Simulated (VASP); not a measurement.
Input of a VASP 6.6.1 run:

The input INCAR:

```
SYSTEM = Mg2Si
PREC = Accurate
ENCUT = 520
EDIFF = 1E-6
ISMEAR = 0
SIGMA = 0.02
LREAL = .FALSE.
LASPH = .TRUE.
NELM = 60
ALGO = Normal
ISIF = 2
LWAVE = .FALSE.
LCHARG = .FALSE.
METAGGA = R2SCAN
LMIXTAU = .TRUE.
KPAR = 4
```

The input KPOINTS:

```
Automatic mesh
0
G
  8 8 8
  0 0 0
```

Contents of POSCAR:

```
Mg2Si                                   
1.0
    0.0000000000      3.1796925105      3.1796925105
    3.1796925105      0.0000000000      3.1796925105
    3.1796925105      3.1796925105     -0.0000000000
  Si              Mg            
     1     2
Direct
     0.0000000000000000    0.0000000000000000    0.0000000000000000
     0.2500000000000000    0.2500000000000000    0.2500000000000000
     0.7500000000000000    0.7500000000000000    0.7500000000000000
```

File KPOINTS_OPT:

```
path GXWKGLUWLK,UX
15
line-mode
reciprocal
 0.0000000000  0.0000000000  0.0000000000  G
 0.5000000000  0.0000000000  0.5000000000  X

 0.5000000000  0.0000000000  0.5000000000  X
 0.5000000000  0.2500000000  0.7500000000  W

 0.5000000000  0.2500000000  0.7500000000  W
 0.3750000000  0.3750000000  0.7500000000  K

 0.3750000000  0.3750000000  0.7500000000  K
 0.0000000000  0.0000000000  0.0000000000  G

 0.0000000000  0.0000000000  0.0000000000  G
 0.5000000000  0.5000000000  0.5000000000  L

 0.5000000000  0.5000000000  0.5000000000  L
 0.6250000000  0.2500000000  0.6250000000  U

 0.6250000000  0.2500000000  0.6250000000  U
 0.5000000000  0.2500000000  0.7500000000  W

 0.5000000000  0.2500000000  0.7500000000  W
 0.5000000000  0.5000000000  0.5000000000  L

 0.5000000000  0.5000000000  0.5000000000  L
 0.3750000000  0.3750000000  0.7500000000  K

 0.6250000000  0.2500000000  0.6250000000  U
 0.5000000000  0.0000000000  0.5000000000  X
```

Potentials or basis: VASP PAW PBE potentials, release 64 (Si, Mg).

Command:

```sh
$ cat potpaw_PBE.64/Si/POTCAR potpaw_PBE.64/Mg/POTCAR > POTCAR
$ mpirun -np 4 vasp_std > vasp.out
```

Problem. Estimate the band gap on the k mesh.

Solution. 0.46 eV, indirect (least direct gap 2.43 eV).

Problem. Predict the band gap along the path.

Solution. 0.46 eV, indirect (least direct gap 2.43 eV).

Problem. Estimate the pressure.

Solution. -0.9 GPa.

Levels at the corners of the path, in eV from the valence-band top:
```tsv
point	band 1	band 2	band 3	band 4	band 5	band 6	band 7	band 8
Γ	-9.50	0.00	0.00	0.00	2.43	2.83	2.83	2.83
X	-7.44	-4.53	-2.03	-2.03	0.46	0.74	8.63	8.63
X	-7.44	-4.53	-2.03	-2.03	0.46	0.74	8.63	8.63
W	-7.39	-3.67	-3.67	-2.72	2.97	3.96	3.96	4.33
W	-7.39	-3.67	-3.67	-2.72	2.97	3.96	3.96	4.33
K	-7.46	-4.10	-3.52	-1.69	1.00	3.34	6.31	6.59
K	-7.46	-4.10	-3.52	-1.69	1.00	3.34	6.31	6.57
Γ	-9.50	0.00	0.00	0.00	2.43	2.83	2.83	2.83
Γ	-9.50	0.00	0.00	0.00	2.43	2.83	2.83	2.83
L	-8.02	-4.88	-0.74	-0.74	1.70	2.82	2.82	5.61
L	-8.02	-4.88	-0.74	-0.74	1.70	2.82	2.82	5.61
U	-7.46	-4.10	-3.52	-1.69	1.00	3.34	6.31	6.57
U	-7.46	-4.10	-3.52	-1.69	1.00	3.34	6.31	6.57
W	-7.39	-3.67	-3.67	-2.72	2.97	3.96	3.96	4.33
W	-7.39	-3.67	-3.67	-2.72	2.97	3.96	3.96	4.33
L	-8.02	-4.88	-0.74	-0.74	1.70	2.82	2.82	5.61
L	-8.02	-4.88	-0.74	-0.74	1.70	2.82	2.82	5.61
K	-7.46	-4.10	-3.52	-1.69	1.00	3.34	6.31	6.63
U	-7.46	-4.10	-3.52	-1.69	1.00	3.34	6.31	6.58
X	-7.44	-4.53	-2.03	-2.03	0.46	0.74	8.64	8.70
```

Caveat: the PAW data sets were made with another functional, which shifts forces and pressure a little. r2SCAN opens gaps a little over a GGA but as a rule still falls short of measured ones.
